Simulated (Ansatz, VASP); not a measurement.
## Sb in VASP and in Ansatz

```
Sb
1.0
     0.00000    2.25795    2.25795
     2.25795    0.00000    2.25795
     2.25795    2.25795    0.00000
Sb
1
Direct
  0.00000 0.00000 0.00000
```

Change from the starting cell: volume scaled by 0.94.

Alike in both runs: task single point; functional PBEsol; k mesh 12 × 12 × 12; occupations fermi-dirac, width 0.05 eV; no spin polarisation.

|  | VASP | Ansatz |
| --- | --- | --- |
| version | VASP 6.6.1 | Ansatz 0.2.0 |
| potentials or method | VASP PAW PBE potentials, release 64 (Sb), cutoff 520 eV | all-electron LAPW, scalar-relativistic |

|  | VASP | Ansatz | Ansatz less VASP |
| --- | --- | --- | --- |
| pressure (GPa) | 11.5 | 11.4 | -0.11 |

Ansatz ran all-electron here, so the differences hold the error of VASP's frozen core and of both bases.

Caveats: the PAW data sets were made with another functional, which shifts forces and pressure a little (VASP). The runs have no spin-orbit coupling, so splittings on Sb are missing.
